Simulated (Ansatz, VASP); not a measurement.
**Ta: VASP beside Ansatz**

```
Ta
1.0
    -1.62780    1.62780    1.62780
     1.62780   -1.62780    1.62780
     1.62780    1.62780   -1.62780
Ta
1
Direct
  0.00000 0.00000 0.00000
```

Alike in both runs: functional LDA; k mesh 16 × 16 × 16; occupations fermi-dirac, width 0.15 eV; no spin polarisation.

Ansatz relaxed the structure, and its values are those at the end. VASP's run is a single point on that final structure, the one shown.

|  | VASP | Ansatz |
| --- | --- | --- |
| version | VASP 6.6.1 | Ansatz 0.2.0 |
| potentials or method | VASP PAW LDA potentials, release 64 (Ta_pv) | scalar-relativistic, plane waves, PAW |
| plane-wave cutoff (eV) | 520 | 420 |
| valence electrons in the cell | 11 | 13 |

Ansatz gave:

```
gap on the k mesh at the Fermi level (eV) : none
pressure (GPa)                            : 0.0
```

**Question.** What did VASP give for the same quantities?

**Answer.** gap on the k mesh at the Fermi level (eV): none; pressure (GPa): 0.8.

A gap of «none» marks a metal or a gap that the smearing closes. The two sets of potentials don't hold the same shells in valence. Ansatz warned: «pseudo_functional_mismatch».

The runs have no spin-orbit coupling, so splittings on Ta are missing.
